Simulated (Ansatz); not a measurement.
# MoS2 in Ansatz: single point with PBE

Aim: the single point of MoS2 with PBE.

Everything below comes from runs of Ansatz 0.2.0. Logs are shortened: lines on timing, memory, paths and dates and some standing lists are left out, and cuts for length are marked.

**1. The structure**

The cell holds a slab with vacuum, 6 atoms: a = 3.185 Å, b = 3.185 Å, c = 21.671 Å, α = 90.00°, β = 90.00°, γ = 120.00°.

**2. Single point, PBE**

File input.yaml:

```yaml
crystal:
  lattice:
    - [3.184541456, 0.0, 0.0]
    - [-1.592270728, 2.7578938003, 0.0]
    - [0.0, 0.0, 21.67053472]
  atoms:
    - { symbol: Mo, position: [0.3333333333, 0.6666666667, 0.85116023] }
    - { symbol: Mo, position: [0.6666666667, 0.3333333333, 0.14883977] }
    - { symbol: S, position: [0.6666666667, 0.3333333333, 0.77962539] }
    - { symbol: S, position: [0.3333333333, 0.6666666667, 0.077251] }
    - { symbol: S, position: [0.6666666667, 0.3333333333, 0.922749] }
    - { symbol: S, position: [0.3333333333, 0.6666666667, 0.22037461] }
hamiltonian:
  xc: pbe
  pseudopotentials: { kind: paw }
kpoints:
  mp_grid: { grid: [10, 10, 2] }
scf:
  occupations: { method: fermi_dirac, width: 0.05 }
basis:
  ecutwfc: "300 eV"
output:
  forces: true
  stress: true
  eigenvalues: true
  write_density: true
  write_potential: true
  elf: true
  volumetric_format: npy
```

Potentials or basis: Ansatz PAW.

Command:

```bash
$ ansatz run input.yaml --threads 2 --pin off --max-ram 5120MiB --backend cpu --events-out ev --progress --plain --runs-dir out
```

Output:

```text
Warning: basis.ecutwfc = 300 eV is below the records' recommended 420 eV, and the density's cutoff is lower with it unless basis.ecutrho_ratio is high enough to keep the records' density cutoff: compare with a run at a higher cutoff
Warning: RAYON_NUM_THREADS=2 ignored (pool sized by the plan → 2); use --threads N
Engine: ansatz 0.2.0, x86_64-unknown-linux-gnu
Pseudopotentials: kind: paw
Pseudopotential: Mo, paw, valence charge 14, recommended cutoff 420 eV (normal), Mo.paw.azcp
Pseudopotential: S, paw, valence charge 6, recommended cutoff 420 eV (normal), S.paw.azcp
Functional definition: PBE
  parameter kappa = 0.804
  parameter beta = 0.06672455060314922
  exchange = pbe_x(kappa = kappa, mu = beta*pi^2/3)
  correlation = pbe_c(beta = beta)
Crystal: 6 atoms, lattice volume = 190.324 Å³
Basis set: ecut = 300 eV, 2275 PW (Γ), exchange–correlation on 36×36×250 points (8 copies of the dense FFT grid, shifted against one another)
Bands: 32, of which v1, the nominal top of the filled ones, is band 26 counted from 1 (25 counted from 0)
Symmetry: 12 space group operations
Space group: P-3m1 (ITA 164), of the structure as read, at distance tolerance 5.8e-5 Å
k-points: 28 of 200
Non-local potential: Mo, projectors of the file, l = 0: 3, l = 1: 2, l = 2: 2, l = 3: 1
Non-local potential: S, projectors of the file, l = 0: 2, l = 1: 2, l = 2: 2
PAW form: soft (Blöchl's): semilocal exchange-correlation on the pseudo side does not see the compensation charge
PAW one-centre angular grid: Mo, 590 points (default); XC on 64 Gauss nodes
PAW one-centre angular grid: S, 110 points (default); XC on 64 Gauss nodes
Initial density: superposition of atomic densities (neutral atoms: chi_scale 0, normalization atom), corrected by the library's trained network
Initial wavefunctions: pseudopotential atomic-orbital guess
Functional: x = pbe(κ = 0.804, μ = 0.2195149727645171), c = pbe(β = 0.06672455060314922)
SCF iter   1: F=—  HF=-13525.443299 eV  |F-HF|=—  |Δ(HF+E_count)|=         —  Δρ=4.68e-3  dr2=5.87e-2  ethr=1.77e-3  ⟨swp⟩=8.7  Hψ=4625  notcnv=0
preconditioner: auto → none  [insulator: Δε(μ)=1.362 eV  Ē_g=7.710 eV  σ=0.050 eV  W_gap=1.00  n_scr=14 (ndim 8)  ℏωp=16.1 eV  f_vac=0.414  D(μ)=0.00/eV (n_scr^D=0)  ε∞_Penn≈5.4]
SCF iter   2: F=—  HF=-13525.539428 eV  |F-HF|=—  |Δ(HF+E_count)|=   9.61e-2  Δρ=6.71e-3  dr2=9.89e-1  ethr=1.13e-4  ⟨swp⟩=4.1  Hψ=2356  notcnv=0  defer=6
SCF iter   3: F=—  HF=-13525.452590 eV  |F-HF|=—  |Δ(HF+E_count)|=   8.68e-2  Δρ=2.13e-3  dr2=1.05e-2  ethr=1.13e-4  ⟨swp⟩=3.6  Hψ=2072  notcnv=0  defer=2
SCF iter   4: F=—  HF=-13525.457298 eV  |F-HF|=—  |Δ(HF+E_count)|=   4.71e-3  Δρ=1.64e-3  dr2=1.46e-2  ethr=2.03e-5  ⟨swp⟩=2.4  Hψ=1586  notcnv=0  defer=2
SCF iter   5: F=—  HF=-13525.455462 eV  |F-HF|=—  |Δ(HF+E_count)|=   1.84e-3  Δρ=2.46e-4  dr2=1.04e-4  ethr=2.03e-5  ⟨swp⟩=2.0  Hψ=1174  notcnv=0  defer=2
SCF iter   6: F=—  HF=-13525.455500 eV  |F-HF|=—  |Δ(HF+E_count)|=   3.80e-5  Δρ=6.82e-5  dr2=5.19e-6  ethr=1.99e-7  ⟨swp⟩=3.1  Hψ=1847  notcnv=0  defer=2
SCF iter   7: F=—  HF=-13525.455367 eV  |F-HF|=—  |Δ(HF+E_count)|=   1.34e-4  Δρ=2.08e-5  dr2=5.61e-7  ethr=9.98e-9  ⟨swp⟩=2.1  Hψ=1598  notcnv=0  defer=2
SCF iter   8: F=-13525.455367 eV  HF=-13525.455367 eV  |F-HF|=5.30e-9  |Δ(HF+E_count)|=   4.64e-7  Δρ=3.76e-6  dr2=2.23e-8  ethr=1.92e-10  ⟨swp⟩=13.6  Hψ=7980  notcnv=0
SCF 1 converged in 8 iterations: F = -13525.455367 eV  dr2 = 2.23e-8
WARN: The output density's exchange-correlation potential varies sharply where the density is thin. Do not read a vacuum level from v_tot or v_xc, or from such a field of the output density. On a cell that repeats whose density bears no net charge and no dipole along the vacuum's axis use v_es (v_loc + v_h of the components); under efield.dipole_correction with no amplitude use v_es + v_field, which holds any external_charges[].barrier, or the levels of the report's work_function block, which leave it out; under a non-zero efield.amplitude the vacuum is tilted and has no level; on a cell that repeats and bears such a dipole with no correction it is tilted too, and efield.dipole_correction with no amplitude gives each side of its ramp a level where efield: is served; in a cell that repeats whose density bears a net charge (total_charge, or a fill off its count) it is curved and has none; of a slab under crystal.periodic whose density bears no net charge use v_es, which has a level on each side, short of where the two are joined; of another it falls or rises all the way out and has none; of a slab beside external_charges read slab_vacuum_level instead, which it has where they leave it neutral. The grid or the basis barely resolves most such structure, and the values can differ between equally converged runs; as a rule a tighter scf.convergence.dr2_threshold does not remove it. Where the density itself ripples (under the LDA too) a higher basis.ecutwfc lessens it. The files hold the spikes' plane waves up to the density's cutoff. Files: v_tot_of_output_density and the like, and their columns of v_z.tsv (output.write_potential); v_xc_of_output_density and the like, and their columns of v_comp_z.tsv (output.write_potential_components). Measured: with its Gaussian average of σ = 0.25 Å subtracted twice, the exchange-correlation potential is over 0.1 eV at 974 of the grid points where the equally averaged density (valence and model cores) is under 1e-3 e/Å³, and 0.393 eV at the most among them, at an averaged density of 1.4e-6 e/Å³. The input density's (outcome.potential() and, of a run that writes arrays, v_tot and v_xc) is over 0.1 eV, so measured, at 2 points of its own thin density, 0.146 eV at the most. See output.write_potential in the manual, Limitations
SCF converged after 8 iterations
Free energy (F): -13525.455367 eV
Harris-Foulkes:  -13525.455367 eV  (|F-HF|=5.30e-9)
Internal energy: -13525.455367 eV  (E = F + TS)
E sigma→0 (E₀):  -13525.455367 eV
Entropy (-TS):   -0.000000 eV (-0.000 meV/atom)
Fermi energy:    4.169173 eV
--- Per-component energies (eV) ---
  E_band       = -680.274063
  E_kinetic    = 1311.478441
  E_local      = -24647.191399  (includes V_loc(G=0)·N_el)
  E_nonlocal   = 397.948421
  E_hartree    = 11686.856903
  E_xc         = -756.700657
  E_vxc        = -809.567354  (∫ρ·V_xc dr)
  E_paw        = -8803.014037  (= ΣΔE_a)
  E_vpaw       = -306.654110  (= ΣTr[D̂ρ^β])
  E_aug_tail   = 0.000348  (compensation charges beyond the density's cutoff)
  E_ewald      = 7285.166613
  E_smearing   = -0.000000  (= −TS)
  E_closure    = -0.000000  (closes the sum)
  Σ components = -13525.455367   (vs F -13525.455367, Δ=0.00e0)
--- Forces (eV/Å), atoms counted from 1 ---
  atom   1  Mo     0.00000000     0.00000000     0.00197115
  atom   2  Mo     0.00000000     0.00000000    -0.00197115
  atom   3  S      0.00000000    -0.00000000    -0.25454146
  atom   4  S     -0.00000000     0.00000000    -0.19557985
  atom   5  S      0.00000000    -0.00000000     0.19557985
  atom   6  S      0.00000000     0.00000000     0.25454146
  max |Σ_I F_I| component: 2.20e-17 eV/Å
--- Stress (GPa, compression-positive) ---
        0.585393      -0.000000       0.000000
        0.000000       0.585393       0.000000
        0.000000       0.000000       1.479526
  P = ⅓ Tr σ = 0.8834 GPa (8.834 kbar)
--- Band table (eV; the first three rows and the last of 28) ---
  k-point 0: bands = ["-57.7473", "-57.7473", "-31.8686", "-31.8680", "-31.6671", "-31.6671", "-31.6669", "-31.6669", "-10.9965", "-10.9264", "-9.6731", "-9.5545", "-2.6539", "-2.3157", "0.4791", "0.4791", "0.4817", "0.4817", "1.0249", "1.5965", "1.5965", "1.6085", "1.6085", "1.8194", "3.0467", "3.5340", "5.9144", "5.9144", "5.9224", "5.9224", "6.1752", "6.1752"]
  k-point 1: bands = ["-57.7473", "-57.7473", "-31.8682", "-31.8679", "-31.6673", "-31.6673", "-31.6671", "-31.6671", "-10.9969", "-10.9262", "-9.6728", "-9.5549", "-2.6538", "-2.3157", "0.4784", "0.4784", "0.4815", "0.4815", "1.0250", "1.5973", "1.5973", "1.6082", "1.6082", "1.8199", "3.0464", "3.5329", "5.9141", "5.9141", "5.9228", "5.9228", "6.1741", "6.1741"]
  k-point 2: bands = ["-57.7438", "-57.7438", "-31.8613", "-31.8608", "-31.7034", "-31.7031", "-31.6755", "-31.6752", "-10.8498", "-10.7799", "-9.6116", "-9.4987", "-2.4900", "-2.1540", "0.1632", "0.1691", "0.5535", "0.6311", "0.6362", "0.9199", "1.3687", "1.3814", "1.8755", "2.2408", "2.9965", "3.3638", "5.7452", "5.7695", "5.8126", "5.9159", "6.0015", "6.0562"]
  k-point 27: bands = ["-57.7061", "-57.7061", "-31.9619", "-31.9619", "-31.8796", "-31.8795", "-31.7850", "-31.7848", "-8.8853", "-8.8715", "-8.7657", "-8.7534", "-2.2187", "-2.1766", "-1.7072", "-1.6584", "-0.6907", "-0.6593", "-0.3900", "-0.2943", "0.1361", "0.2746", "1.1045", "1.2132", "2.9820", "3.0265", "4.9177", "4.9391", "6.1200", "6.4464", "6.5247", "6.6189"]
```

It took 2.9 s on 2 threads of INTEL XEON PLATINUM 8581C at 2.10GHz (Emerald Rapids), shared host; peak memory 0.48 GiB.

Results:

```
Free energy            : -13525.4554 eV
Largest force          : 0.255 eV/Å
Band gap on the k mesh : 1.38 eV, indirect (least direct gap 1.89 eV)
```

Forces on the atoms (eV/Å):
```
Mo   0.000  0.000  0.002
Mo   0.000  0.000 -0.002
S    0.000  0.000 -0.255
S    0.000  0.000 -0.196
S    0.000  0.000  0.196
S    0.000  0.000  0.255
```

Caveat: the pressure holds a Pulay correction of +1.3 GPa for the finite cutoff; the cutoff lies under the one recommended for these potentials.
